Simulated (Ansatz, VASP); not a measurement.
**Two plane-wave programs on Bi**

File INCAR:

```
SYSTEM = Bi
PREC     = Accurate       ! precision mode
ENCUT    = 520            ! plane-wave cutoff, eV
EDIFF    = 1E-6           ! SCF threshold, eV
ISMEAR   = -1             ! smearing method
SIGMA    = 0.1            ! smearing width, eV
LREAL    = .False.        ! projectors in reciprocal space
LASPH    = .True.         ! aspherical terms in the spheres
NELM     = 100            ! most SCF steps
ALGO     = Fast           ! electronic algorithm
ISIF     = 2              ! what is computed and relaxed
LWAVE    = .False.        ! write WAVECAR
LCHARG   = .False.        ! write CHGCAR
NBANDS   = 14             ! bands
```

KPOINTS

```
Automatic mesh
0
Gamma
  13 13 13
  0 0 0
```

File POSCAR:

```
Bi
1.0
   -1.9180322728      1.9180322728      1.9180322728
    1.9180322728     -1.9180322728      1.9180322728
    1.9180322728      1.9180322728     -1.9180322728
Bi
1
Direct
    0.0000000000      0.0000000000      0.0000000000
```

Input for Ansatz:

```yaml
crystal:
  lattice:
    - [-1.9180322728, 1.9180322728, 1.9180322728]
    - [1.9180322728, -1.9180322728, 1.9180322728]
    - [1.9180322728, 1.9180322728, -1.9180322728]
  atoms:
    - { symbol: Bi, position: [0.0, 0.0, 0.0] }
hamiltonian:
  xc: lda
  pseudopotentials:
    kind: paw
    azcp:
      Bi: "pseudopotentials/Bi.paw.azcp"
basis:
  ecutwfc: 420
  fft_grid_basis: typed
kpoints:
  mp_grid: { grid: [13, 13, 13], shift: [0, 0, 0] }
magnetization:
  spin_polarized: false
scf:
  occupations: { method: fermi_dirac, width: 0.1 }
  lower_state_search: "off"
output:
  stress: true
```

Alike in both runs: task single point; functional LDA; k mesh 13 × 13 × 13; occupations fermi-dirac, width 0.1 eV; no spin polarisation.

```csv
,VASP,Ansatz
version,VASP 6.6.1,Ansatz 0.2.0
potentials or method,"VASP PAW LDA potentials, release 64 (Bi_d)","plane waves (420 eV) with PAW, scalar-relativistic"
plane-wave cutoff (eV),520,420
valence electrons in the cell,15,15
```

|  | VASP | Ansatz | Ansatz less VASP |
| --- | --- | --- | --- |
| pressure (GPa) | 2.9 | 2.8 | -0.13 |

Ansatz warned: «pseudo_functional_mismatch».
